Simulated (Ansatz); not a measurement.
Crystal: CrCuO2.

```
Cu Cr O
1.0
     1.48670    0.85835    5.70000
    -1.48670    0.85835    5.70000
     0.00000   -1.71669    5.70000
Cu Cr O
1 1 2
Direct
  0.00000 0.00000 0.00000
  0.50000 0.50000 0.50000
  0.89208 0.89208 0.89208
  0.10792 0.10792 0.10792
```

- Program: Ansatz 0.2.0
- Task: relaxation of cell and atoms
- Functional: BLYP
- Potentials or basis: Ansatz PAW
- Cutoff: 420 eV (not typed: the program's choice for these potentials)
- k mesh: 10 × 10 × 10
- Occupations: fermi-dirac, width 0.05 eV
- Spin: collinear spin, ferromagnetic start
- Starting moments: [0.6, 3.0, 0.0, 0.0] μB

At the start: volume 10.91 Å³/atom.

Question: How do energy, volume and symmetry change on relaxing?

Answer: It ends after 10 steps and the volume is 11.63 Å³/atom (+6.6 %); space group R-3m (No. 166, to 0.05 Å); moment 3.00 μB per cell.

Step by step:
| step | energy change (eV) | largest force (eV/Å) | volume (Å³) |
| --- | --- | --- | --- |
| 1 | 0.0000 | 0.0787 | 43.64 |
| 2 | -0.0615 | 0.0757 | 45.32 |
| 3 | -0.0688 | 0.0213 | 46.22 |
| 4 | -0.0686 | 0.0148 | 46.30 |
| 5 | -0.0686 | 0.0026 | 46.31 |
| 6 | -0.0686 | 0.0000 | 46.31 |
| 7 | -0.0865 | 0.0026 | 46.31 |
| 8 | -0.0861 | 0.0004 | 46.50 |
| 9 | -0.0859 | 0.0001 | 46.52 |
| 10 | -0.0870 | 0.0000 | 46.52 |

Final structure:
```cif
data_structure
_symmetry_space_group_name_H-M 'P 1'
_symmetry_Int_Tables_number 1
_cell_length_a 6.0103
_cell_length_b 6.0103
_cell_length_c 6.0103
_cell_angle_alpha 29.473
_cell_angle_beta 29.473
_cell_angle_gamma 29.473
_cell_volume 46.52
loop_
_atom_site_label
_atom_site_type_symbol
_atom_site_fract_x
_atom_site_fract_y
_atom_site_fract_z
_atom_site_occupancy
Cu1 Cu 0.00000 0.00000 0.00000 1
Cr1 Cr 0.50000 0.50000 0.50000 1
O1 O 0.89140 0.89140 0.89140 1
O2 O 0.10860 0.10860 0.10860 1
```

Caveat: the plane-wave basis is chosen anew once the cell has moved, so the energies of steps on either side of that aren't comparable; the pressure holds a Pulay correction of +0.8 GPa for the finite cutoff; only a ferromagnetic start was run, and an antiferromagnetic order may lie lower in energy; the PAW data sets come from PBE, with cores solved anew for the run's functional, which leaves a small shift of forces and pressure.
